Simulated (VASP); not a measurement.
Energy against volume of NaBr (rock salt). These are PBEsol GGA, VASP's PBE PAW potentials (set 64) (plane waves; VASP) values and carry that method's errors. Settings: 520 eV cut-off, 8×8×8 Γ-centred mesh, Gaussian smearing of 0.050 eV, potentials Na_pv Br.

| V (Å³/atom) | E (eV/atom) |
|---|---|
| 24.540 | -3.18063 |
| 25.323 | -3.18598 |
| 26.106 | -3.18758 |
| 26.889 | -3.18602 |

Question: Fit these four points and predict the energy of the run at 27.673 Å³/atom.

Answer: A cubic in V^(−2/3), the third-order Birch-Murnaghan form, passes through the four points with V0 = 26.09 Å³/atom and B0 = 22 GPa, and gives -3.1818 eV/atom there. The run gave -3.1818 eV/atom, -0.0 meV/atom from the fit; all five points give B0 = 22 GPa.

The compound is NaBr in the rock salt structure. It was relaxed first.
